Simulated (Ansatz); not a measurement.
## InCuS2 under a change: pressure 4.2 GPa

Consider InCuS2 in the chalcopyrite structure (space group I-42d, No. 122; a = 5.5220 Å, c = 11.1303 Å).

The change: a hydrostatic pressure of 4.2 GPa.

Computed with r2SCAN in Ansatz (plane waves to 500 eV, PAW, scalar-relativistic without spin-orbit coupling). Settings: 9×9×9 k-points, 0.05 eV Fermi–Dirac smearing.

The volume per atom falls by 1.04 Å³ (21.21 Å³ → 20.17 Å³) and the density rises by 0.246 g/cm³, from 4.75 g/cm³ to 4.99 g/cm³. The lattice parameter a falls by 0.095 Å (5.522 Å → 5.427 Å) and the c/a ratio goes up by 0.003 (2.016 → 2.019). The shortest interatomic distance falls by 0.0453 Å (2.311 Å → 2.265 Å) and the enthalpy H = E + PV relative to the base's energy amounts to +0.54 eV/atom. The band gap rises by 0.16 eV (0.36 eV → 0.52 eV) and the gap character stays direct at Γ. The mean gap deformation potential ΔEg/Δln V amounts to -3.2 eV and the width of the top valence band goes up by 0.11 eV (0.79 eV → 0.90 eV). The electron mass becomes 0.10 mₑ along c, 0.091 mₑ across (at Γ) (base: 0.079 mₑ along c, 0.074 mₑ across (at Γ)) and the valence-band top at Γ (three highest levels, from the VBM) changes from 0.00, -0.02, -0.02 eV to 0.00, 0.00, 0.00 eV.

Final structure:

```yaml
crystal:
  lattice:
    - [-2.71335, 2.71335, 5.47852]
    - [2.71335, -2.71335, 5.47852]
    - [2.71335, 2.71335, -5.47852]
  atoms:
    - { symbol: Cu, position: [0.75000, 0.25000, 0.50000] }
    - { symbol: Cu, position: [0.00000, 0.00000, 0.00000] }
    - { symbol: In, position: [0.25000, 0.75000, 0.50000] }
    - { symbol: In, position: [0.50000, 0.50000, 0.00000] }
    - { symbol: S, position: [0.09428, 0.12500, 0.46928] }
    - { symbol: S, position: [0.65572, 0.62500, 0.53072] }
    - { symbol: S, position: [0.37500, 0.90572, 0.03072] }
    - { symbol: S, position: [0.87500, 0.34428, 0.96928] }
```

Load acts through the strain it causes; cell and atoms are relaxed under it. Effective masses come from finite differences of ±0.01 Å⁻¹. Whether these cells are dynamically stable was not tested. The final runs are not spin-polarised.

Ansatz is a quantum-chemistry and plane-wave program.
